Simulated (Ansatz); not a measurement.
# Rhodium, dhcp under revPBE: structure, energy and stiffness

The plan for rhodium in the dhcp structure: relax it, solve it on a dense k-mesh, then scale the cell to 7 volumes from 88 to 112 % of the relaxed one and try a fit of the equation of state. Spin polarisation is left out. The k-meshes are 13×13×4 for the relaxation; 17×17×5 for the dense run; 15×15×4 for the volumes.

Program: Ansatz 0.2.0. Level of theory: DFT revPBE, plane waves (420 eV) with PAW, scalar-relativistic; PBE-made PAW files. These are calculated values, not measurements.

**1. The starting structure**

The structure is hexagonal, space group P6_3/mmc (No. 194). The conventional cell has a = 2.689 Å, b = 2.689 Å, c = 8.783 Å, α = 90.00°, β = 90.00°, γ = 120.00°. Rh (site symmetry -3m) is surrounded by 12 Rh at 2.69 Å. Rh (site symmetry -6m2) has 12 Rh at 2.69 Å as nearest neighbours.

Coordinates:

```
CELL_PARAMETERS angstrom
2.68919 0.00000 0.00000
-1.34460 2.32891 0.00000
0.00000 0.00000 8.78291
ATOMIC_POSITIONS crystal
Rh 0.00000 0.00000 0.00000
Rh 0.00000 0.00000 0.50000
Rh 0.33333 0.66667 0.25000
Rh 0.66667 0.33333 0.75000
```

**2. Geometry optimisation**

File input.yaml:

```yaml
crystal:
  lattice:
    - [2.6891940459, 0.0, 0.0]
    - [-1.3445970229, 2.3289103594, 0.0]
    - [0.0, 0.0, 8.7829077538]
  atoms:
    - { symbol: Rh, position: [0.0, 0.0, 0.0] }
    - { symbol: Rh, position: [0.0, 0.0, 0.5] }
    - { symbol: Rh, position: [0.3333333333, 0.6666666667, 0.25] }
    - { symbol: Rh, position: [0.6666666667, 0.3333333333, 0.75] }
hamiltonian:
  xc: revpbe
  pseudopotentials:
    kind: paw
    azcp:
      Rh: "pseudopotentials/Rh.paw.azcp"
basis:
  ecutwfc: 420
  fft_grid_basis: typed
kpoints:
  mp_grid: { grid: [13, 13, 4], shift: [0, 0, 0] }
magnetization:
  spin_polarized: false
scf:
  occupations: { method: fermi_dirac, width: 0.1 }
relax:
  max_steps: 60
  f_tol: 0.01
  cell: {}
output:
  write_density: true
  write_potential: true
  elf: true
  volumetric_format: npy
```

After this run come: Dense single point; Equation of state: 88 %; Equation of state: 92 %; Equation of state: 96 %; Equation of state: 100 %; Equation of state: 104 %; Equation of state: 108 %; Equation of state: 112 %.

**Question.** What will these runs give? Wanted: space group; conventional cell; volume; shortest distance; gap on the mesh; relative to fcc; V₀, B₀, B₀′.

**Answer**, as computed:

```
                      quantity                                   value
space group (spins left aside)                      P6_3/mmc (No. 194)
             conventional cell  a = 2.725 Å, c = 8.885 Å (c/a = 3.261)
                        volume                          14.279 Å³/atom
             shortest distance                                 2.722 Å
               gap on the mesh            none (levels filled in part)
               relative to fcc                            +19 meV/atom
                   V₀, B₀, B₀′            14.249 Å³/atom, 242 GPa, 5.2
```

What this shows: From the guessed start the volume grew by 3.8 % in 5 steps. Against the reference form of rhodium (fcc, computed apart with the same settings) it stands 19 meV/atom higher. Levels at the Fermi energy are filled in part, as in a metal. The fitted modulus is 242 GPa; letting shape and positions relax at each volume could only lower it. The symmetry was held, so the structure may be unstable against distortions that break it.
